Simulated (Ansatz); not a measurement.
# TiSe and the effect of the dispersion correction

The cell as given:

Symmetry: P6_3/mmc, No. 194, hexagonal system. Conventional cell: a = 3.559 Å, b = 3.559 Å, c = 6.220 Å, α = 90.00°, β = 90.00°, γ = 120.00°. Se (site symmetry -6m2) is surrounded by 6 Ti at 2.58 Å. Ti (site symmetry -3m) is surrounded by 6 Se at 2.58 Å.

Kept alike: task relaxation of cell and atoms; functional PBEsol; k mesh 9 × 9 × 5; occupations fermi-dirac, width 0.05 eV; no spin polarisation. Program: Ansatz, Ansatz PAW, cutoff 420 eV. The mesh is that of the run's cell of 4 atoms. No spin-orbit coupling.

```csv
dispersion correction,volume (Å³/atom),first edge of the run's cell (Å),third edge of the run's cell (Å)
D3(BJ),15.798,3.300,6.702
D3(BJ)-ATM,15.914,3.309,6.711
D4,16.225,3.337,6.731
none,16.492,3.359,6.751
```

The relaxations keep at least the cell's symmetry (P6_3/mmc). For a metal such a mesh leaves the last digits unconverged. Relaxations stop with a little pressure left, so the last digits of a volume or edge aren't settled. All rows use potentials made for PBE.

The volume runs from 15.798 (D3(BJ)) to 16.492 Å³/atom (none). Against no correction: D3(BJ) -4.2 %; D3(BJ)-ATM -3.5 %; D4 -1.6 %. Dispersion terms mostly attract and so lower the volume; the schemes' coefficients and damping set how far. The first edge of the run's cell runs from 3.300 (D3(BJ)) to 3.359 Å (none). The third edge of the run's cell runs from 6.702 (D3(BJ)) to 6.751 Å (none).

Every dispersion correction contracts both edges, the first proportionally more than the third. This is not the closing of a van der Waals gap: in the NiAs-type structure Ti–Se bonds run in all directions, and the added attraction compresses a continuous framework. The three-body term gives back a little of the D3(BJ) contraction, as expected for a mostly repulsive contribution in dense packing. The weaker effect of D4 probably reflects its charge-dependent coefficients, which reduce the polarisability of cationic Ti.

The larger change is one of shape. Even without a correction, the first edge falls from 3.559 to 3.359 Å and the third grows from 6.220 to 6.751 Å, so dispersion cannot be its origin. The relaxation shortens Ti–Ti contacts within the layers and lengthens those along the axis, which suggests a redistribution of metal–metal d bonding, possibly favoured by the suppressed spin polarisation. Since all corrections shrink a cell already smaller than the given one, agreement in volume offers no argument for adding them here.
